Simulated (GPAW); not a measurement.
Runs of GPAW 26.7.0 on BeTe. Symmetry: F-43m, No. 216, cubic system. The conventional cell has a = 5.540 Å, b = 5.540 Å, c = 5.540 Å, α = 90.00°, β = 90.00°, γ = 90.00°. Around Te (site symmetry -43m) lie 4 Be at 2.40 Å. Be (site symmetry -43m) has 4 Te at 2.40 Å as nearest neighbours. 

| task | level | potentials or basis | smearing | band path | band points | gap on the mesh (eV) | pressure (GPa) |
| --- | --- | --- | --- | --- | --- | --- | --- |
| single point | TB-mBJ | GPAW PAW data sets for LDA (gpaw-data 1.2.1), pw | fermi-dirac 0.05 eV | - | - | (a) | - |
| band structure | PBEsol | PAW data sets generated in the run's folder for this functional, pw | fermi-dirac 0.05 eV | GXWKGLUWLK,UX | 60 | 1.75 | 2.1 |
| single point | PBE | GPAW PAW data sets (gpaw-data 1.2.1), pw | gaussian 0.025 eV | - | - | 1.86 | 4.4 |
| band structure | r2SCAN | GPAW PAW data sets (gpaw-data 1.2.1), pw | fermi-dirac 0.05 eV | GXWKGLUWLK,UX | 60 | (b) | 4.3 |

Alike in all rows: no spin polarisation; cell as given; k mesh 8 × 8 × 8; cutoff (eV) 800.

Estimate the missing entries.

(a) 2.52; (b) 2.22.

Caveats: spin-orbit coupling is left out, which moves the levels of the heavy elements; the PAW data sets were made with another functional, which shifts forces and pressure a little (some runs); a model potential gives levels but no total energy (some runs).

A k mesh can miss the band edges, and the runs leave out spin-orbit coupling on Te.
